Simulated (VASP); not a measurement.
# BeS (F-43m) in VASP: further runs, part 2 of 2

VASP 6.6.1. Earlier steps stand in the parts before.

**3. Electron localisation function, PBEsol**

The input, INCAR:

```
SYSTEM = BeS
PREC = Accurate
ENCUT = 500
EDIFF = 1E-6
ISMEAR = -1
SIGMA = 0.01
LREAL = .FALSE.
LASPH = .TRUE.
NELM = 80
ALGO = VeryFast
ISIF = 2
LWAVE = .FALSE.
LCHARG = .TRUE.
GGA = PS
LELF = .TRUE.
```

The input, KPOINTS:

```
Automatic mesh
0
G
  9 9 9
  0 0 0
```

The input, POSCAR:

```
BeS
3.4295
    0.000000000000      0.707100160373      0.707100160373
    0.707100160373      0.000000000000      0.707100160373
    0.707100160373      0.707100160373      0.000000000000
S Be
1 1
Direct
    0.7500000000      0.7500000000      0.7500000000
    0.0000000000      0.0000000000      0.0000000000
```

Potentials or basis: VASP PAW PBE potentials, release 54 (S, Be).

Command:

```console
$ cat potpaw_PBE.54/S/POTCAR potpaw_PBE.54/Be/POTCAR > POTCAR
$ mpirun -np 1 vasp_std > vasp.out
```

OUTCAR:

```text
SYSTEM = BeS
   PREC = Accurate
   ENCUT = 500
   EDIFF = 1E-6
   ISMEAR = -1
   LREAL = .FALSE.
   LASPH = .TRUE.
   NELM = 80
   ISIF = 2
   GGA = PS

 ion  position               nearest neighbor table
   1  0.750  0.750  0.750-   2 2.10   2 2.10   2 2.10   2 2.10
   2  0.000  0.000  0.000-   1 2.10   1 2.10   1 2.10   1 2.10

  LATTYP: Found a face centered cubic cell.
 ALAT       =     4.8500000000

  Lattice vectors:

 A1 = (   0.0000000000,   2.4250000000,   2.4250000000)
 A2 = (   2.4250000000,   0.0000000000,   2.4250000000)
 A3 = (   2.4250000000,   2.4250000000,   0.0000000000)

Analysis of symmetry for initial positions (statically):
=====================================================================
 Subroutine PRICEL returns:
 Original cell was already a primitive cell.

 Routine SETGRP: Setting up the symmetry group for a
 face centered cubic supercell.

 Subroutine GETGRP returns: Found 24 space group operations
 (whereof 24 operations were pure point group operations)
 out of a pool of 48 trial point group operations.

[... 168 lines left out ...]
 fundamental gap:      3.0255082837
 Fermi energy:         4.3894303206

 k-point     1 :       0.0000    0.0000    0.0000
  band No.  band energies     occupation
      1      -9.5733      2.00000
      2       4.1444      2.00000
      3       4.1444      2.00000
      4       4.1444      2.00000
      5       9.7544      0.00000
      6       9.7544      0.00000
      7       9.8081      0.00000
      8      17.1090      0.00000
[... 243 lines left out ...]
 k-point    24 :       0.4444    0.4444    0.0000
  band No.  band energies     occupation
      1      -7.4879      2.00000
      2      -0.7757      2.00000
      3       1.5256      2.00000
      4       1.5256      2.00000
      5       7.1699      0.00000
      6       9.0251      0.00000
      7      16.4635      0.00000
      8      21.2871      0.00000

 [... further k-points ...]

------------------------ aborting loop because EDIFF is reached ----------------------------------------

  FORCE on cell =-STRESS in cart. coord.  units (eV):
  Direction    XX          YY          ZZ          XY          YZ          ZX
  --------------------------------------------------------------------------------------
  -------------------------------------------------------------------------------------
  Total       -0.1029538     -0.1029538     -0.1029538      0.0000000     -0.0000000      0.0000000
  in kB       -5.7834609     -5.7834609     -5.7834609      0.0000000     -0.0000000      0.0000000
  external PRESSURE =      -5.7834609 kB  Pullay stress =       0.0000000 kB

 VOLUME and BASIS-vectors are now :
 -----------------------------------------------------------------------------
  energy-cutoff  :      500.00
  volume of cell :       28.52
      direct lattice vectors                 reciprocal lattice vectors
     0.000000000  2.425000000  2.425000000    -0.206185567  0.206185567  0.206185567
     2.425000000  0.000000000  2.425000000     0.206185567 -0.206185567  0.206185567
     2.425000000  2.425000000  0.000000000     0.206185567  0.206185567 -0.206185567

 POSITION                                       TOTAL-FORCE (eV/Angst)
 -----------------------------------------------------------------------------------
      3.63750      3.63750      3.63750        -0.000000     -0.000000     -0.000000
      0.00000      0.00000      0.00000         0.000000      0.000000      0.000000
 -----------------------------------------------------------------------------------
    total drift:                                0.000000      0.000000     -0.000000

  FREE ENERGIE OF THE ION-ELECTRON SYSTEM (eV)
  ---------------------------------------------------
  free  energy   TOTEN  =       -10.5639318237 eV

  energy  without entropy=      -10.5639318237  energy(sigma->0) =      -10.56393182
```

OSZICAR:

```text
N       E                     dE             d eps       ncg     rms          rms(c)
RMM:   1     0.485680611237E+02    0.48568E+02   -0.21344E+03   280   0.663E+02
RMM:   2     0.509327804921E+01   -0.43475E+02   -0.41122E+02   280   0.144E+02
RMM:   3    -0.623852392413E+01   -0.11332E+02   -0.98741E+01   280   0.621E+01
RMM:   4    -0.978682296487E+01   -0.35483E+01   -0.23825E+01   280   0.398E+01
RMM:   5    -0.105025711500E+02   -0.71575E+00   -0.57752E+00   280   0.193E+01
RMM:   6    -0.106797652367E+02   -0.17719E+00   -0.15031E+00   280   0.117E+01
RMM:   7    -0.107278648453E+02   -0.48100E-01   -0.43147E-01   280   0.587E+00
RMM:   8    -0.107425503985E+02   -0.14686E-01   -0.13389E-01   280   0.357E+00
RMM:   9    -0.107472988616E+02   -0.47485E-02   -0.44030E-02   764   0.183E+00
RMM:  10    -0.107493376685E+02   -0.20388E-02   -0.17757E-02   757   0.752E-01
RMM:  11    -0.107495717677E+02   -0.23410E-03   -0.20094E-03   770   0.401E-01
RMM:  12    -0.107496602071E+02   -0.88439E-04   -0.87211E-04   767   0.179E-01    0.535E+00
RMM:  13    -0.106116816749E+02    0.13798E+00   -0.89001E-02   916   0.192E+00    0.365E+00
RMM:  14    -0.105638515617E+02    0.47830E-01   -0.89554E-02   940   0.206E+00    0.760E-01
RMM:  15    -0.105638081826E+02    0.43379E-04   -0.21847E-03   682   0.384E-01    0.100E-01
RMM:  16    -0.105639269580E+02   -0.11878E-03   -0.38749E-04   723   0.206E-01    0.647E-02
RMM:  17    -0.105639319788E+02   -0.50208E-05   -0.70344E-05   717   0.819E-02    0.103E-02
RMM:  18    -0.105639315847E+02    0.39413E-06   -0.16037E-05   725   0.379E-02    0.555E-03
RMM:  19    -0.105639318237E+02   -0.23908E-06   -0.29416E-06   655   0.177E-02
   1 F= -.10563932E+02 E0= -.10563932E+02  d E =-.479846E-13
```

Wall time 17 s (1 thread of AMD EPYC 7R13 (Zen 3), shared host); peak memory 0.11 GiB.

Results:

```yaml
Free_energy: -10.5639 eV
Pressure: -0.6 GPa
Band_gap_on_the_k_mesh: 3.03 eV, indirect (least direct gap 5.61 eV)
```

Levels at points of the mesh, in eV from the valence-band top:
| k point | band 1 | band 2 | band 3 | band 4 | band 5 | band 6 | band 7 | band 8 |
| --- | --- | --- | --- | --- | --- | --- | --- | --- |
| (0.00, 0.00, 0.00) | -13.72 | 0.00 | 0.00 | 0.00 | 5.61 | 5.61 | 5.66 | 12.96 |

Caveat: the PAW data sets were made with another functional, which shifts forces and pressure a little; an odd mesh through Γ misses points on the zone boundary, where band edges often lie.

**4. Single point, RPBE**

The input, INCAR:

```
SYSTEM = BeS
  PREC = Accurate
  ENCUT = 500
  EDIFF = 1E-7
  ISMEAR = 0
  SIGMA = 0.02
  LREAL = .False.
  LASPH = .True.
  NELM = 60
  ALGO = Normal
  ISIF = 2
  LWAVE = .False.
  LCHARG = .False.
  GGA = RP
```

The input, KPOINTS:

```
regular mesh
0
Gamma
  9 9 9
  0 0 0
```

The input, POSCAR:

```
BeS
1.0
    0.0000000000      2.4250000000      2.4250000000
    2.4250000000      0.0000000000      2.4250000000
    2.4250000000      2.4250000000      0.0000000000
S Be
1 1
Cartesian
    3.6375000000      3.6375000000      3.6375000000
    0.0000000000      0.0000000000      0.0000000000
```

Potentials or basis: VASP PAW PBE potentials, release 64 (S, Be).

Command:

```console
$ cat potpaw_PBE.64/S/POTCAR potpaw_PBE.64/Be/POTCAR > POTCAR
$ mpirun -np 1 vasp_std > vasp.out
```

Run time: 5.9 s. Hardware: 1 thread of Intel Xeon Platinum 8559C (Emerald Rapids), shared host; peak memory 0.14 GiB.

Results (log left out):

| Quantity | Value |
| --- | --- |
| Free energy | -9.4071 eV |
| Pressure | 3.8 GPa |
| Band gap on the k mesh | 3.31 eV, indirect (least direct gap 5.72 eV) |

Levels at points of the mesh, in eV from the valence-band top:
```csv
k point,band 1,band 2,band 3,band 4,band 5,band 6,band 7,band 8
"(0.00, 0.00, 0.00)",-13.68,0.00,0.00,0.00,5.72,5.72,5.72,6.03
```

Caveat: the PAW data sets were made with another functional, which shifts forces and pressure a little; an odd mesh through Γ misses points on the zone boundary, where band edges often lie.

**5. Overview**

```tsv
task	level	potentials or basis	cutoff (eV)	smearing	further INCAR settings	other keys	gap on the mesh (eV)	pressure (GPa)
single point	rev-vdW-DF2	VASP PAW PBE potentials, release 64 (S, Be)	520	gaussian 0.01 eV	ALGO = Fast; EDIFF = 1e-06	-	3.19	0.7
electron localisation function	PBEsol	VASP PAW PBE potentials, release 54 (S, Be)	500	fermi-dirac 0.01 eV	ALGO = VeryFast; EDIFF = 1e-06	ALGO = VeryFast; ISMEAR = -1; SIGMA = 0.01	3.03	-0.6
single point	RPBE	VASP PAW PBE potentials, release 64 (S, Be)	500	gaussian 0.02 eV	ALGO = Normal; EDIFF = 1e-07	-	3.31	3.8
```

Alike in all rows: no spin polarisation; cell as given; k mesh 9 × 9 × 9.

Caveats: the PAW data sets were made with another functional, which shifts forces and pressure a little; an odd mesh through Γ misses points on the zone boundary, where band edges often lie.

Absolute energies hang on the potentials; compare differences alone.
